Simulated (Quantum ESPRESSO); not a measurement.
CuO:

```
Cu O
1.0
     2.83633    0.00000    0.00000
    -1.41816    2.45633    0.00000
     0.00000    0.00000    2.76811
Cu O
1 1
Cartesian
  0.0000 0.0000 0.0000
  1.4182 0.8188 1.3841
```

Measurements of this composition are mostly on another form, of space group No. 15.

| Property | Result |
| --- | --- |
| Program | Quantum ESPRESSO 7.5 |
| Task | phonons |
| Functional | vdW-DF-cx |
| Potentials or basis | GBRV 1.5 PBE |
| Cutoff | 762 eV |
| Density cutoff | 6095 eV |
| k mesh | 8 × 8 × 7 |
| Occupations | cold, width 0.2 eV |
| Spin | no spin polarisation |
| Mixing beta | 0.5 |
| Most SCF iterations | 120 |
| SCF threshold | 4e-10 Ry |

The cell and the atoms were relaxed first, to 9.30 Å³/atom (a = 2.836 Å, b = 2.836 Å, c = 2.670 Å, α = 90.00°, β = 90.00°, γ = 120.00°), and the response was taken there.

```
Cu O
1.0
     2.83555    0.00000    0.00000
    -1.41777    2.45566    0.00000
     0.00000    0.00000    2.67012
Cu O
1 1
Direct
  0.00000 0.00000 0.00000
  0.66667 0.33333 0.50000
```

What is the highest optical frequency at the zone centre?

323 cm⁻¹, a mode of symmetry A''2 (IR).

Optical modes at Γ, degenerate ones joined:
```csv
cm⁻¹,components,symmetry,active in
197i,2,E',IR and Raman
323,1,A''2,IR
```

Caveat: the k mesh is coarse; the mesh is thin for the phonons of a metal; the potentials were made for another functional, which shifts forces and pressure; some modes are imaginary; an odd number of electrons without spin polarisation forces a metal; a magnetic or distorted state may lie lower; the run has no spin polarisation, though such a crystal can be magnetic.
